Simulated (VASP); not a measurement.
# MgTe (F-43m) in VASP: reference runs

Reference runs on MgTe: the cell as given and a disturbed copy.

All numbers are computed with VASP 6.6.1; they aren't measurements. Logs are shortened: lines on timing, memory, paths and dates and some standing lists are left out, and cuts for length are marked.

## Step 1: The structure

It takes space group F-43m (No. 216, cubic). The conventional cell has a = 6.464 Å, b = 6.464 Å, c = 6.464 Å, α = 90.00°, β = 90.00°, γ = 90.00°. Around Te (site symmetry -43m) lie 4 Mg at 2.80 Å. Mg (site symmetry -43m) has 4 Te at 2.80 Å as nearest neighbours.

The cell comes from a database or a generator and needn't be the stable form of this composition.

## Step 2: Single point, PBE

The input, INCAR:

```
SYSTEM = MgTe
PREC = Accurate ; ENCUT = 520
EDIFF = 1E-7 ; ISMEAR = -1
SIGMA = 0.05 ; LREAL = .FALSE.
LASPH = .TRUE. ; NELM = 60
ALGO = Normal ; ISIF = 2
LWAVE = .FALSE. ; LCHARG = .FALSE.
GGA = PE ; NBANDS = 11
```

The input, KPOINTS:

```
Automatic mesh
0
G
  7 7 7
  0 0 0
```

The input, POSCAR:

```
MgTe
1.0
    0.0000000000      3.2319988239      3.2319988239
    3.2319988239      0.0000000000      3.2319988239
    3.2319988239      3.2319988239      0.0000000000
Te Mg
1 1
Direct
    0.2500000000      0.2500000000      0.2500000000
    0.0000000000      0.0000000000      0.0000000000
```

Potentials or basis: VASP PAW PBE potentials, release 64 (Te, Mg).

Command:

```bash
cat potpaw_PBE.64/Te/POTCAR potpaw_PBE.64/Mg/POTCAR > POTCAR
mpirun -np 1 vasp_std > vasp.out
```

OUTCAR:

```text
SYSTEM = MgTe
   PREC = Accurate
   ENCUT = 520
   EDIFF = 1E-7
   ISMEAR = -1
   LREAL = .FALSE.
   LASPH = .TRUE.
   NELM = 60
   ISIF = 2
   GGA = PE

 ion  position               nearest neighbor table
   1  0.250  0.250  0.250-   2 2.80   2 2.80   2 2.80   2 2.80
   2  0.000  0.000  0.000-   1 2.80   1 2.80   1 2.80   1 2.80

  LATTYP: Found a face centered cubic cell.
 ALAT       =     6.4639976478

  Lattice vectors:

 A1 = (   0.0000000000,   3.2319988239,   3.2319988239)
 A2 = (   3.2319988239,   0.0000000000,   3.2319988239)
 A3 = (   3.2319988239,   3.2319988239,   0.0000000000)

Analysis of symmetry for initial positions (statically):
=====================================================================
 Subroutine PRICEL returns:
 Original cell was already a primitive cell.

 Routine SETGRP: Setting up the symmetry group for a
 face centered cubic supercell.

 Subroutine GETGRP returns: Found 24 space group operations
 (whereof 24 operations were pure point group operations)
 out of a pool of 48 trial point group operations.

The static configuration has the point symmetry T_d .

Analysis of symmetry for dynamics (positions and initial velocities):
=====================================================================
 Subroutine PRICEL returns:
 Original cell was already a primitive cell.

 Routine SETGRP: Setting up the symmetry group for a
 face centered cubic supercell.

 Subroutine GETGRP returns: Found 24 space group operations
 (whereof 24 operations were pure point group operations)
 out of a pool of 48 trial point group operations.

The dynamic configuration has the point symmetry T_d .

 Subroutine INISYM returns: Found 24 space group operations
 (whereof 24 operations are pure point group operations),
 and found     1 'primitive' translations

----------------------------------------------------------------------------------------

                                     Primitive cell

  volume of cell :      67.5217

  direct lattice vectors                    reciprocal lattice vectors
     0.000000000  3.231998824  3.231998824    -0.154703027  0.154703027  0.154703027
     3.231998824  0.000000000  3.231998824     0.154703027 -0.154703027  0.154703027
     3.231998824  3.231998824  0.000000000     0.154703027  0.154703027 -0.154703027

  length of vectors
     4.570736570  4.570736570  4.570736570     0.267953502  0.267953502  0.267953502

  position of ions in fractional coordinates (direct lattice)
     0.250000000  0.250000000  0.250000000
     0.000000000  0.000000000  0.000000000

[... 81 lines left out ...]
   PSTRESS=    0.0 pullay stress
   NELECT =       8.0000    total number of electrons
   NUPDOWN=      -1.0000    fix difference up-down
   EMIN   =  10.00;   EMAX   =-10.00  energy-range for DOS
   EFERMI =   0.00;   METHOD = LEGACY
   ISMEAR =    -1;   SIGMA  =   0.05  broadening in eV -4-tet -1-fermi 0-gaus
   EFERMI_NEDOS =   21; number of points for ismear=-14 and -15
   IALGO  =     38    algorithm
   IMIX   =      4    mixing-type and parameters
     AMIX     =   0.40;   BMIX     =  1.00
     AMIX_MAG =   1.60;   BMIX_MAG =  1.00
  volume/ion in A,a.u.               =      33.76       227.83
  Fermi-wavevector in a.u.,A,eV,Ry     =   0.804063  1.519460  8.796411  0.646518
  Thomas-Fermi vector in A             =   1.912049
   LORBIT       =      0    0 simple, 1 ext, 2 COOP (PROOUT), +10 PAW based schemes
   GGA     = PE    functional components
   LHFCALC =     F    Hartree Fock is set to
   AEXX    =    0.0000 exact exchange contribution
   IVDW    =     0    specifies the selected vdW correction
   LEPSILON=     F    determine dielectric tensor
   LRPA    =     F    only Hartree local field effects (RPA)
 non-spin polarized calculation
  energy-cutoff  :      520.00
  volume of cell :       67.52
 maximum number of plane-waves:      1841
 NGX is ok and might be reduce to    36
   NGX = 17   NGY = 17   NGZ = 17

 number of electron       8.0000000 magnetization

 Free energy of the ion-electron system (eV)
  ---------------------------------------------------
  ext. energy  EPLUGINS =         0.00000000
  ---------------------------------------------------
  free energy    TOTEN  =        -6.40052563 eV

  energy without entropy =       -6.40052563  energy(sigma->0) =       -6.40052563

 E-fermi :   2.9198     XC(G=0):  -7.8417

 val. band max:        1.8718456422   @ k =   0.0000   0.0000   0.0000
 cond. band min:       4.2828433827   @ k =   0.0000   0.0000   0.0000
 fundamental gap:      2.4109977405
 Fermi energy:         2.9197919591

 k-point     1 :       0.0000    0.0000    0.0000
  band No.  band energies     occupation
      1      -8.3055      2.00000
      2       1.8718      2.00000
      3       1.8718      2.00000
      4       1.8718      2.00000
      5       4.2828      0.00000
      6       7.3197      0.00000
      7       7.3197      0.00000
      8       7.3197      0.00000
      9      10.4454      0.00000
     10      10.4454      0.00000
     11      10.5793      0.00000
[... 253 lines left out ...]
 k-point    20 :      -0.2857    0.4286    0.1429
  band No.  band energies     occupation
      1      -7.5293      2.00000
      2      -0.8397      2.00000
      3      -0.0758      2.00000
      4       0.6789      2.00000
      5       6.0728      0.00000
      6       7.4154      0.00000
      7       8.3624      0.00000
      8       8.7581      0.00000
      9      10.9312      0.00000
     10      11.8239      0.00000
     11      13.9816      0.00000

------------------------ aborting loop because EDIFF is reached ----------------------------------------

  FORCE on cell =-STRESS in cart. coord.  units (eV):
  Direction    XX          YY          ZZ          XY          YZ          ZX
  --------------------------------------------------------------------------------------
  -------------------------------------------------------------------------------------
  Total        0.3054332      0.3054332      0.3054332      0.0000000      0.0000000      0.0000000
  in kB        7.2474161      7.2474161      7.2474161      0.0000000      0.0000000      0.0000000
  external PRESSURE =       7.2474161 kB  Pullay stress =       0.0000000 kB

 VOLUME and BASIS-vectors are now :
 -----------------------------------------------------------------------------
  energy-cutoff  :      520.00
  volume of cell :       67.52
      direct lattice vectors                 reciprocal lattice vectors
     0.000000000  3.231998824  3.231998824    -0.154703027  0.154703027  0.154703027
     3.231998824  0.000000000  3.231998824     0.154703027 -0.154703027  0.154703027
     3.231998824  3.231998824  0.000000000     0.154703027  0.154703027 -0.154703027

 POSITION                                       TOTAL-FORCE (eV/Angst)
 -----------------------------------------------------------------------------------
      1.61600      1.61600      1.61600        -0.000000     -0.000000     -0.000000
      0.00000      0.00000      0.00000         0.000000      0.000000      0.000000
 -----------------------------------------------------------------------------------
    total drift:                                0.000000      0.000000      0.000000

  FREE ENERGIE OF THE ION-ELECTRON SYSTEM (eV)
  ---------------------------------------------------
  free  energy   TOTEN  =        -6.4005256251 eV

  energy  without entropy=       -6.4005256251  energy(sigma->0) =       -6.40052563
```

OSZICAR:

```text
N       E                     dE             d eps       ncg     rms          rms(c)
DAV:   1     0.209725880638E+02    0.20973E+02   -0.27878E+03   440   0.529E+02
DAV:   2    -0.510726464286E+01   -0.26080E+02   -0.24504E+02   532   0.803E+01
DAV:   3    -0.657212226549E+01   -0.14649E+01   -0.14629E+01   549   0.208E+01
DAV:   4    -0.659365574857E+01   -0.21533E-01   -0.21532E-01   505   0.301E+00
DAV:   5    -0.659424823467E+01   -0.59249E-03   -0.59248E-03   538   0.479E-01    0.285E+00
DAV:   6    -0.642144644600E+01    0.17280E+00   -0.31090E-01   470   0.190E+00    0.185E+00
DAV:   7    -0.639694770942E+01    0.24499E-01   -0.19821E-01   503   0.162E+00    0.951E-01
DAV:   8    -0.640049481860E+01   -0.35471E-02   -0.11677E-02   479   0.511E-01    0.197E-01
DAV:   9    -0.640037965568E+01    0.11516E-03   -0.46847E-04   506   0.108E-01    0.850E-02
DAV:  10    -0.640053412097E+01   -0.15447E-03   -0.31044E-04   479   0.817E-02    0.454E-02
DAV:  11    -0.640052371024E+01    0.10411E-04   -0.33109E-05   523   0.207E-02    0.645E-03
DAV:  12    -0.640052551469E+01   -0.18045E-05   -0.63295E-06   500   0.107E-02    0.712E-03
DAV:  13    -0.640052564573E+01   -0.13104E-06   -0.74512E-07   509   0.366E-03    0.177E-03
DAV:  14    -0.640052562511E+01    0.20624E-07   -0.43134E-08   494   0.108E-03
   1 F= -.64005256E+01 E0= -.64005256E+01  d E =-.382301E-10
```

stdout:

```text
POSCAR found type information on POSCAR TeMg
 POSCAR found :  2 types and       2 ions
 scaLAPACK will be used
 LDA part: xc-table for (Slater+PW92), standard interpolation
 POSCAR, INCAR and KPOINTS ok, starting setup
 FFT: planning ... GRIDC
 FFT: planning ... GRID_SOFT
 FFT: planning ... GRID
 WAVECAR not read
 entering main loop
```

Run time: 13 s. Hardware: 1 thread of Intel Xeon Platinum 8488C (Sapphire Rapids), shared host; peak memory 0.2 GiB.

Results:

```
Free energy            : -6.4005 eV
Pressure               : 0.7 GPa
Band gap on the k mesh : 2.41 eV, direct
```

Levels at points of the mesh, in eV from the valence-band top:
| k point | band 1 | band 2 | band 3 | band 4 | band 5 | band 6 | band 7 | band 8 |
| --- | --- | --- | --- | --- | --- | --- | --- | --- |
| (0.00, 0.00, 0.00) | -10.18 | 0.00 | 0.00 | 0.00 | 2.41 | 5.45 | 5.45 | 5.45 |

Caveat: spin-orbit coupling is left out, which moves the levels of the heavy elements. PBE gaps usually lie below the measured ones, often by a third to a half.

## Step 3: Single point, PBE (atoms moved at random, drawn with an rms of 0.05 Å)

The input, INCAR:

```
ALGO = Normal ; EDIFF = 1E-7
ENCUT = 520 ; GGA = PE
ISIF = 2 ; ISMEAR = -1
LASPH = T ; LCHARG = F
LREAL = F ; LWAVE = F
NBANDS = 11 ; NELM = 60
PREC = Accurate ; SIGMA = 0.05
```

The input, KPOINTS:

```
k-points
0
Gamma
  7 7 7
```

The input, POSCAR:

```
MgTe
1.0
    0.0000000000      3.2319988239      3.2319988239
    3.2319988239      0.0000000000      3.2319988239
    3.2319988239      3.2319988239      0.0000000000
Te Mg
1 1
Direct
    0.2549180000      0.2445060000      0.2403030000
    0.0080780000     -0.0126080000     -0.0020850000
```

Potentials or basis: VASP PAW PBE potentials, release 64 (Te, Mg).

Command:

```bash
cat potpaw_PBE.64/Te/POTCAR potpaw_PBE.64/Mg/POTCAR > POTCAR
mpirun -np 1 vasp_std > vasp.out
```

Run time: 94 s. Hardware: 1 thread of Intel Xeon Platinum 8488C (Sapphire Rapids), shared host; peak memory 0.3 GiB.

Results (log left out):

* Free energy: -6.3976 eV
* Pressure: 0.7 GPa
* Largest force: 0.157 eV/Å
* Band gap on the k mesh: 2.37 eV, direct

Forces on the atoms (eV/Å):
```
Te   0.001  0.147 -0.054
Mg  -0.001 -0.147  0.054
```

Stress tensor (GPa, compression positive):
```
 0.75 -0.16  0.43
-0.16  0.73  0.01
 0.43  0.01  0.75
```

Levels at points of the mesh, in eV from the valence-band top:
| k point | band 2 | band 3 | band 4 | band 5 | band 6 | band 7 |
| --- | --- | --- | --- | --- | --- | --- |
| (0.00, 0.00, 0.00) | -0.09 | -0.05 | 0.00 | 2.37 | 5.39 | 5.40 |

Caveat: spin-orbit coupling is left out, which moves the levels of the heavy elements.
